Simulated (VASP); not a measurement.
Runs of VASP 6.6.1 on CuO. The typed cell holds 2 atoms: a = 2.993 Å, b = 2.993 Å, c = 2.993 Å, α = 60.00°, β = 60.00°, γ = 60.00°. The cell comes from a database or a generator and needn't be the stable form of this composition.

| cell | target pressure | other keys | gap on the mesh (eV) | pressure (GPa) | relaxed volume (Å³/atom) | largest force (eV/Å) |
| --- | --- | --- | --- | --- | --- | --- |
| relaxed to 5 GPa from: pressure_gpa = 5; atom 2 moved 0.45 Å | 5 GPa | - | none | 5.0 | - | 0.01 |
| relaxed to 10 GPa from: pressure_gpa = 10; atom 2 moved 0.45 Å | 10 GPa | - | none | 10.1 | - | - |
| relaxed to 2 GPa from: pressure_gpa = 2; atom 2 moved 0.45 Å | 2 GPa | - | none | 2.0 | - | 0.01 |
| relaxed to 30 GPa from: pressure_gpa = 30; atom 2 moved 0.45 Å | 30 GPa | - | none | 30.2 | - | - |
| relaxed | - | LREAL = Auto | none | 0.0 | 9.11 | 0.01 |
| relaxed from: pressure_gpa = 0; atom 2 moved 0.45 Å | - | - | none | 0.1 | (a) | 0.01 |
| relaxed to 20 GPa from: pressure_gpa = 20; atom 2 moved 0.45 Å | 20 GPa | - | none | 20.0 | - | 0.01 |

Alike in all rows: task relaxation of cell and atoms; level PBEsol; potentials or basis VASP PAW PBE potentials, release 64 (Cu, O); no spin polarisation; k mesh 11 × 11 × 11; cutoff (eV) 600; smearing fermi-dirac 0.05 eV.

Estimate the missing entries.

(a) 9.12.

Caveats: the PAW data sets were made with another functional, which shifts forces and pressure a little; an odd number of electrons without spin polarisation forces a metal; a magnetic or distorted state may lie lower; the run has no spin polarisation, though such a crystal can be magnetic; semilocal functionals often make such compounds metallic where correlation or magnetic order opens a gap, which also shifts bond lengths; the cell is relaxed towards a set pressure, so the enthalpy falls and the energy may rise (some runs).

A gap of «none» marks a metal or a gap under the smearing width.
